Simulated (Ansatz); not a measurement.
Computed with Ansatz 0.2.0, DFT PBE, scalar-relativistic, plane waves, PAW. Settings: cutoff 420 eV, Γ-centred meshes spaced at most about 0.3 Å⁻¹, and about 0.25 Å⁻¹ or finer for metals (2π included), Gaussian smearing. No spin polarisation.

Temperature and zero-point effects are left out.

Two relaxed structures of CdSe4:

A.

```xyz
5
Lattice="-2.7871 2.7871 4.3993 2.7871 -2.7871 4.3993 2.7871 2.7871 -4.3993" Properties=species:S:1:pos:R:3 pbc="T T T"
Cd    0.0000    0.0000    4.3993
Se    1.3936    1.3936   -2.1996
Se    1.3936    1.3936    2.1996
Se    1.3936   -1.3936    2.1996
Se   -1.3936    1.3936    2.1996
```

B.

```xyz
10
Lattice="6.5988 0.0000 0.0000 0.0000 5.6107 0.0000 -2.2732 0.0000 8.0878" Properties=species:S:1:pos:R:3 pbc="T T T"
Cd   -1.1366    2.8054    4.0439
Cd    0.0000    0.0000    0.0000
Se    4.2248    2.4103    0.6877
Se    0.1008    3.2005    7.4001
Se   -0.5042    1.0973    6.5009
Se    4.8298    4.5135    1.5870
Se    1.2374    5.2156    3.3562
Se    3.0882    0.3951    4.7316
Se    3.6932    3.9026    5.6309
Se    0.6324    1.7081    2.4570
```

Problem. Which form is favoured at zero pressure, and by what margin per atom?

Solution. B is lower, by 125 meV/atom. A has space group I4/mmm (No. 139), 27.3 Å³/atom and no gap on its mesh; B has space group P2_1/c (No. 14), 29.9 Å³/atom and a gap of 0.68 eV. Counting Se atoms around Cd (those within 1.25 times the shortest such distance or 1.15 times the sum of covalent radii, 1.27 where that leaves under three; a plus sign parts nearer from farther groups), A has Cd 8 and B has Cd 2+2. B holds Se–Se units of three or more atoms (shortest 2.37 Å); in A the shortest Se–Se distance is 2.79 Å, near bonding range too. The lower one is the more open, so pressure narrows the difference. In A, around Cd lie 8 Se at 2.95 Å; Se has 4 Se at 2.79 Å and 2 Cd at 2.95 Å. In B, Cd is surrounded by 2 Se at 2.62 Å and 2 Se at 3.06 Å; Se on its first site has 2 Se at 2.37–2.44 Å; around Se on its second site lie 1 Se at 2.37 Å and 1 Cd at 2.62 Å. Both come from invented guesses.

Kohn–Sham gaps at this level usually fall short of measured ones. Cells relaxed within their symmetry can be saddle points.
